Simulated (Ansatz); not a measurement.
# BaTe: stiffness from strained cells

How stiff is the crystal, and how unevenly? Runs: cell and atoms relaxed (PAW); reference run (PAW and LAPW); ions clamped (PAW and LAPW).

Program: Ansatz 0.2.0. Level of theory: DFT PBEsol, frozen-core PAW and all-electron LAPW, scalar-relativistic unless said. These are calculated values, not measurements.

1 further run of the same task is left out (set aside as unsound or not needed).

## (1) The system as given

It takes space group Fm-3m (No. 225, cubic). Conventional cell: a = 6.820 Å, b = 6.820 Å, c = 6.820 Å, α = 90.00°, β = 90.00°, γ = 90.00°. Ba (site symmetry m-3m) is surrounded by 6 Te at 3.41 Å. Te (site symmetry m-3m) is surrounded by 6 Ba at 3.41 Å.

As a file:

```cif
data_structure
_symmetry_space_group_name_H-M 'Fm-3m'
_symmetry_Int_Tables_number 225
_cell_length_a 6.8200
_cell_length_b 6.8200
_cell_length_c 6.8200
_cell_angle_alpha 90.000
_cell_angle_beta 90.000
_cell_angle_gamma 90.000
_cell_volume 317.21
loop_
_atom_site_label
_atom_site_type_symbol
_atom_site_symmetry_multiplicity
_atom_site_Wyckoff_symbol
_atom_site_fract_x
_atom_site_fract_y
_atom_site_fract_z
_atom_site_occupancy
Ba1 Ba 4 a 0.00000 0.00000 0.00000 1
Te1 Te 4 b 0.50000 0.00000 0.00000 1
```

Cartesian axes are those of the input's lattice vectors. The structure goes back to a database entry.

## (2) Cell and atoms relaxed, PAW

Contents of input.yaml:

```yaml
crystal:
  lattice:
    - [0.0, 3.41, 3.41]
    - [3.41, 0.0, 3.41]
    - [3.41, 3.41, 0.0]
  atoms:
    - { symbol: Ba, position: [0.0, 0.0, 0.0] }
    - { symbol: Te, position: [0.5, 0.5, 0.5] }
kpoints:
  mp_grid: { grid: [10, 10, 10] }
scf:
  occupations: { method: fermi_dirac, width: 0.05 }
hamiltonian:
  xc: pbesol
  pseudopotentials: { kind: paw }
relax:
  f_tol: 0.002
  max_steps: 80
  cell: {}
output:
  forces: true
  stress: true
```

Launch:

```
$ ansatz run input.yaml --threads 1 --pin off --max-ram 2560MiB --backend cpu --events-out ev --progress --plain --runs-dir out
```

## (3) Reference run, PAW

Contents of input.yaml:

```yaml
crystal:
  lattice:
    - [0.0, 3.47137391772, 3.47137391772]
    - [3.47137391772, 0.0, 3.47137391772]
    - [3.47137391772, 3.47137391772, 0.0]
  atoms:
    - { symbol: Ba, position: [0.0, 0.0, 0.0] }
    - { symbol: Te, position: [0.5, 0.5, 0.5] }
kpoints:
  mp_grid: { grid: [6, 6, 6] }
scf:
  occupations: { method: fixed }
hamiltonian:
  xc: pbesol
  pseudopotentials: { kind: paw }
elastic:
  mode: relaxed_ion
  stencil: four_point
  amplitude: 0.008
```

## (4) Reference run, LAPW

Edit input.yaml of step 3 so:

```diff
@@ -14,3 +14,3 @@
   xc: pbesol
-  pseudopotentials: { kind: paw }
+  pseudopotentials: { kind: all_electron, lapw: { basis_error: 0.001 } }
 elastic:
```

## (5) Ions clamped, PAW

Edit input.yaml of step 4 so:

```diff
@@ -14,5 +14,5 @@
   xc: pbesol
-  pseudopotentials: { kind: all_electron, lapw: { basis_error: 0.001 } }
+  pseudopotentials: { kind: paw }
 elastic:
-  mode: relaxed_ion
+  mode: clamped_ion
   stencil: four_point
```

## (6) Ions clamped, LAPW

Edit input.yaml of step 5 so:

```diff
@@ -14,3 +14,3 @@
   xc: pbesol
-  pseudopotentials: { kind: paw }
+  pseudopotentials: { kind: all_electron, lapw: { basis_error: 0.001 } }
 elastic:
```

(Steps that only read results are left out.)

Q: Predict the outcome of this session. Wanted: C11; C12; C44; bulk, shear and Young's modulus; Debye temperature from sound speeds; universal anisotropy index.

The runs gave:

```
                           quantity           value
                          C11 (PAW)          78 GPa
                          C12 (PAW)           9 GPa
                          C44 (PAW)          11 GPa
    bulk, shear and Young's modulus  32, 18, 45 GPa
Debye temperature from sound speeds           170 K
         universal anisotropy index            1.73
```

**Reading.** All eigenvalues are positive, so the crystal is mechanically stable; by PAW K = 32 and G = 18 GPa, K/G = 1.80, on the ductile side of Pugh's rough line at 1.75, which was drawn for metals. Young's modulus runs from 30 to 76 GPa with direction. Clamping the ions changes no constant by more than 1 GPa. Cautions: frozen-core PAW files fitted under PBE, their cores solved anew for the functional of the run.
